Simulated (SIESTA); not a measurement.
Write the native input for SIESTA 5.4.2 that does the following.

```
Task                : band structure
Functional          : PBE
Potentials or basis : Ansatz (PBE files)
Basis               : DZP (energy shift 0.002 Ry)
Grid cutoff         : 800 Ry
Energy shift        : 0.002 Ry
k mesh              : 8 × 8 × 8
Occupations         : fermi-dirac, width 0.05 eV
Spin                : no spin polarisation
```

The system is CdSe.

```
Cd Se
1.0
     0.00000    3.07027    3.07027
     3.07027    0.00000    3.07027
     3.07027    3.07027    0.00000
Cd Se
1 1
Cartesian
  0.0000 0.0000 0.0000
  1.5351 1.5351 1.5351
```

Measurements of this composition are mostly on another form, of space group No. 186.

One way to write it, as run:

CdSe.fdf

```
SystemName                      CdSe
SystemLabel                     CdSe
NumberOfSpecies                 2
NumberOfAtoms                   2
%block ChemicalSpeciesLabel
  1  48 Cd
  2  34 Se
%endblock ChemicalSpeciesLabel

LatticeConstant                 1.0 Ang
%block LatticeVectors
     0.0000000000     3.0702711986     3.0702711986
     3.0702711986     0.0000000000     3.0702711986
     3.0702711986     3.0702711986     0.0000000000
%endblock LatticeVectors
AtomicCoordinatesFormat         Fractional
%block AtomicCoordinatesAndAtomicSpecies
     0.0000000000     0.0000000000     0.0000000000  1  Cd
     0.2500000000     0.2500000000     0.2500000000  2  Se
%endblock AtomicCoordinatesAndAtomicSpecies

%block kgrid.MonkhorstPack
    8   0   0  0.0
    0   8   0  0.0
    0   0   8  0.0
%endblock kgrid.MonkhorstPack
XC.Functional                   GGA
XC.Authors                      PBE
PAO.BasisSize                   DZP
PAO.EnergyShift                 0.002 Ry
Mesh.Cutoff                     800 Ry
OccupationFunction              FD
ElectronicTemperature           0.05 eV
MaxSCFIterations                120
SCF.MustConverge                false
SCF.Mixer.Method                Pulay
SCF.Mixer.Weight                0.25
SCF.Mixer.History               8
SCF.DM.Tolerance                5.0e-05
SCF.H.Tolerance                 1.0e-03 eV
WriteForces                     true
Charge.Mulliken                 end
BandLinesScale                  ReciprocalLatticeVectors
%block BandLines
    1    0.000000   0.000000   0.000000  \Gamma
   12    0.500000   0.000000   0.500000  X
    6    0.500000   0.250000   0.750000  W
    4    0.375000   0.375000   0.750000  K
   13    0.000000   0.000000   0.000000  \Gamma
   11    0.500000   0.500000   0.500000  L
    8    0.625000   0.250000   0.625000  U
    4    0.500000   0.250000   0.750000  W
    9    0.500000   0.500000   0.500000  L
    8    0.375000   0.375000   0.750000  K
    1    0.625000   0.250000   0.625000  U
    4    0.500000   0.000000   0.500000  X
%endblock BandLines
```

Potentials or basis: Ansatz (PBE files), DZP (energy shift 0.002 Ry).

Command:

```sh
$ siesta < CdSe.fdf > CdSe.out 2>&1
```

Results of the run:

- Pressure: 0.9 GPa
- Band gap on the k mesh: 1.00 eV, direct
- Band gap along the path: 1.00 eV, direct

Caveat: semicore shells carry a single zeta, which can move pressures by several GPa and volumes by a few percent; the basis of atomic orbitals isn't converged, which shifts pressures, moduli and gaps.

Wall time 29 s on 1 thread of AMD EPYC 7R43 64-Core Processor (Zen 3) (shared host), peak memory 0.28 GiB.
